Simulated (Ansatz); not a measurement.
Ti$_{3}$Al: opening a crack plane

Ti$_{3}$Al, P6_3/mmc, a = 5.688 Å, c = 4.608 Å. The structure is a COD entry; whether it is the stable form wasn't checked. Ansatz: PBEsol, PAW, 420 eV, Γ-centred 7×9×4 mesh on 16 atoms, Gaussian smearing 0.15 eV; no spin polarisation. One cut on (100) per cell of 16 atoms is opened rigidly by x, between planes of Ti and Ti that stand 1.67 Å apart; y is the energy per area (26.208 Å², 1 eV/Å² = 16.02 J/m²).

```tsv
x (Å)	y (J/m²)
0.00	0.000
0.25	0.230
0.50	0.745
0.75	1.348
1.00	1.931
1.50	?
2.00	3.549
3.00	4.236
4.50	4.542
6.00	4.583
```

Problem. Fit the universal binding curve y = W[1 − (1 + x/l) e^(−x/l)] to the other rows, give the peak stress, and predict the missing value.

Solution. Least squares gives W = 4.58 J/m² and l = 0.699 Å. The stress dy/dx peaks at x = l with W/(e l) = 24.1 GPa, for rigid faces. At x = 1.50: x/l = 2.146, y = 2.895 J/m². The run gave 2.892 J/m², so the fit is 0.003 J/m² too high, within the rms miss on the fitted rows (0.013 J/m²).

Cost: 12 runs of about 7.7 core-minutes in all, on AMD EPYC 9R45 (Zen 5) (shared hosts).